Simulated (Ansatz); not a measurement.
Runs of Ansatz 0.2.0 on Nb. The cell holds a sheet with vacuum, 1 atom: a = 2.559 Å, b = 2.559 Å, c = 23.800 Å, α = 90.00°, β = 90.00°, γ = 90.00°. The cell was built by a generator and needn't be a form met in nature.

```tsv
task	level	cutoff (eV)	basis error allowed	gap on the mesh (eV)	work function (eV)
work function	PBE	257	0.002 eV/atom	none	4.86
single point	PBE	277	0.001 eV/atom	none	-
work function	PBEsol	257	0.002 eV/atom	none	(a)
projected density of states	PBE	257	0.002 eV/atom	-	4.86
work function	LDA	256	0.002 eV/atom	none	5.14
```

Alike in all rows: potentials or basis all-electron LAPW, scalar-relativistic; no spin polarisation; cell as given; k mesh 10 × 10 × 1; smearing fermi-dirac 0.05 eV.

Question: Fill in the values left out.

Answer: (a) 4.97.

A k mesh can miss the band edges, and the runs leave out spin-orbit coupling on Nb.

A gap of «none» marks a metal or a gap under the smearing width.

The runs don't all hold the same shells in valence.
